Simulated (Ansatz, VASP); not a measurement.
MgS: VASP beside Ansatz

File INCAR:

```
ALGO = Normal
EDIFF = 1E-8
ENCUT = 520
GGA = PE
ISIF = 2
ISMEAR = 0
LASPH = T
LCHARG = F
LEFG = T
LREAL = Auto
LWAVE = F
NBANDS = 46
NELM = 100
PREC = Accurate
SIGMA = 0.01
```

KPOINTS

```
k-points
0
Gamma
  3 3 3
```

The input POSCAR:

```
MgS
1.0
    0.0000000000      5.2087951112      5.2087951112
    5.2087951112      0.0000000000      5.2087951112
    5.2087951112      5.2087951112      0.0000000000
Mg S
8 8
Direct
    0.0000000000      0.0000000000      0.0000000000
    0.0000000000      0.0000000000      0.5000000000
    0.0000000000      0.5000000000      0.0000000000
    0.0000000000      0.5000000000      0.5000000000
    0.5000000000      0.0000000000      0.0000000000
    0.5000000000      0.0000000000      0.5000000000
    0.5000000000      0.5000000000      0.0000000000
    0.5000000000      0.5000000000      0.5000000000
    0.2500000000      0.2500000000      0.2500000000
    0.2500000000      0.2500000000      0.7500000000
    0.2500000000      0.7500000000      0.2500000000
    0.2500000000      0.7500000000      0.7500000000
    0.7500000000      0.2500000000      0.2500000000
    0.7500000000      0.2500000000      0.7500000000
    0.7500000000      0.7500000000      0.2500000000
    0.7500000000      0.7500000000      0.7500000000
```

Input for Ansatz:

```yaml
crystal:
  lattice:
    - [0.0, 5.2087951112, 5.2087951112]
    - [5.2087951112, 0.0, 5.2087951112]
    - [5.2087951112, 5.2087951112, 0.0]
  atoms:
    - { symbol: Mg, position: [0.0, 0.0, 0.0] }
    - { symbol: Mg, position: [0.0, 0.0, 0.5] }
    - { symbol: Mg, position: [0.0, 0.5, 0.0] }
    - { symbol: Mg, position: [0.0, 0.5, 0.5] }
    - { symbol: Mg, position: [0.5, 0.0, 0.0] }
    - { symbol: Mg, position: [0.5, 0.0, 0.5] }
    - { symbol: Mg, position: [0.5, 0.5, 0.0] }
    - { symbol: Mg, position: [0.5, 0.5, 0.5] }
    - { symbol: S, position: [0.25, 0.25, 0.25] }
    - { symbol: S, position: [0.25, 0.25, 0.75] }
    - { symbol: S, position: [0.25, 0.75, 0.25] }
    - { symbol: S, position: [0.25, 0.75, 0.75] }
    - { symbol: S, position: [0.75, 0.25, 0.25] }
    - { symbol: S, position: [0.75, 0.25, 0.75] }
    - { symbol: S, position: [0.75, 0.75, 0.25] }
    - { symbol: S, position: [0.75, 0.75, 0.75] }
kpoints:
  mp_grid: { grid: [3, 3, 3] }
scf:
  occupations: { method: fixed }
hamiltonian:
  xc: pbe
  pseudopotentials: { kind: paw }
output:
  forces: true
  efg:
    quadrupole_moments_barn: { Mg: 0.1994, S: -0.0694 }
    contact_densities: true
  core_levels:
    shells: { Mg: "1s", S: "2p" }
    counted_from: valence_top
    eps_inf: [5.404, 5.404, 5.404]
    add_spin: false
```

Alike in both runs: task electric field gradients; functional PBE; k mesh 3 × 3 × 3; no spin polarisation.

|  | VASP | Ansatz |
| --- | --- | --- |
| version | VASP 6.6.1 | Ansatz 0.2.0 |
| potentials or method | VASP PAW PBE potentials, release 64 (Mg, S) | plane-wave PAW, scalar-relativistic |
| plane-wave cutoff (eV) | 520 | 420 |
| occupations | gaussian, width 0.01 eV | fixed |
| valence electrons in the cell | 64 | 128 |

|  | VASP | Ansatz | Ansatz less VASP |
| --- | --- | --- | --- |
| gap on the k mesh at the Fermi level (eV) | 2.77 | 2.78 | +0.015 |
| Vzz of the field gradient on the site that differs most (V/Å²) | 0.0 | 0.0 | 0.00 |

The two sets of potentials don't hold the same shells in valence.
